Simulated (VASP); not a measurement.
**VASP inputs for KTaO$_{3}$ (strained measured structure)**

INCAR

```
ALGO = Normal
LELF = .TRUE.
ISIF = 2
NELM = 120
METAGGA = R2SCAN
LASPH = .TRUE.
LREAL = .FALSE.
NBANDS = 27
NSW = 0
EDIFF = 1E-7
LCHARG = .TRUE.
ISMEAR = 0
LWAVE = .FALSE.
IBRION = -1
ENCUT = 520
PREC = Accurate
SIGMA = 0.01
```

KPOINTS

```
KPOINTS created by Atomic Simulation Environment
0
Gamma
6 6 6
0 0 0
```

KPOINTS_OPT

```
special points
4
Reciprocal
0.0000000000 0.0000000000 0.0000000000 1
0.0000000000 0.5000000000 0.0000000000 1
0.5000000000 0.5000000000 0.0000000000 1
0.5000000000 0.5000000000 0.5000000000 1
```

POSCAR

```
K  Ta O
 1.0000000000000000
     3.9514266883000002    0.0000000000000000    0.0000000000000000
     0.0000000000000000    3.9514266883000002    0.0000000000000000
     0.0000000000000000    0.0000000000000000    3.9514266883000002
 K   Ta  O
   1   1   3
Cartesian
  1.9757133441500001  1.9757133441500001  1.9757133441500001
  0.0000000000000000  0.0000000000000000  0.0000000000000000
  1.9757133441500001  0.0000000000000000  0.0000000000000000
  0.0000000000000000  1.9757133441500001  0.0000000000000000
  0.0000000000000000  0.0000000000000000  1.9757133441500001
```

VASP ran with the recommended PBE PAW datasets (38 valence electrons in the cell).

Task: Estimate the main results of this run.

Result: gap between bands v and c 2.67 eV; least direct gap 3.31 eV; pressure 7.6 GPa.

Band v is the last that the valence electrons fill when counted band by band, and c is the next. Levels in eV from the top of v:

```tsv
point	v−1	v	c	c+1
Γ	-0.64	-0.64	2.67	2.67
X	-0.88	-0.88	2.83	5.64
M	-1.50	-0.04	5.68	5.68
R	0.00	0.00	7.19	7.19
```
